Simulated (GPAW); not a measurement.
Crystal: As.

```
CELL_PARAMETERS angstrom
1.88080 1.08588 3.51406
-1.88080 1.08588 3.51406
0.00000 -2.17176 3.51406
ATOMIC_POSITIONS crystal
As 0.22600 0.22600 0.22600
As 0.77400 0.77400 0.77400
```

- Program: GPAW 26.7.0
- Task: relaxation of cell and atoms
- Functional: PBEsol
- Potentials or basis: PAW data sets generated in the run's folder for this functional
- Cutoff: 600 eV
- Basis: pw
- k mesh: 7 × 7 × 7
- Occupations: fermi-dirac, width 0.05 eV
- Spin: no spin polarisation

At the start: pressure 0.4 GPa; volume 21.53 Å³/atom.

Q: Where does the relaxation end?

A: Over 11 steps the energy falls by 11.7 meV/atom and the volume is 20.85 Å³/atom (-3.2 %); space group R-3m (No. 166, to 0.05 Å).

Step by step:
```
step  energy change (eV)  largest force (eV/Å)  pressure (GPa)  volume (Å³)
   1              0.0000                0.3870            0.41        43.06
   2             -0.0039                0.2810            0.01        43.11
   3             -0.0095                0.0160           -0.85        43.13
   4             -0.0107                0.0306           -0.90        43.02
   5             -0.0161                0.1540           -0.59        42.30
   6             -0.0190                0.1614            0.01        41.70
   7             -0.0208                0.0982            0.43        41.46
   8             -0.0221                0.0003            0.63        41.44
   9             -0.0227                0.0306            0.51        41.52
  10             -0.0232                0.0313            0.20        41.65
  11             -0.0233                0.0112            0.04        41.70
```

Final structure:
```
As
1.0
     1.89594    1.09462    3.34896
    -1.89594    1.09462    3.34896
     0.00000   -2.18924    3.34896
As
2
Direct
  0.23017 0.23017 0.23017
  0.76983 0.76983 0.76983
```

Caveat: later steps reuse the first step's grids.
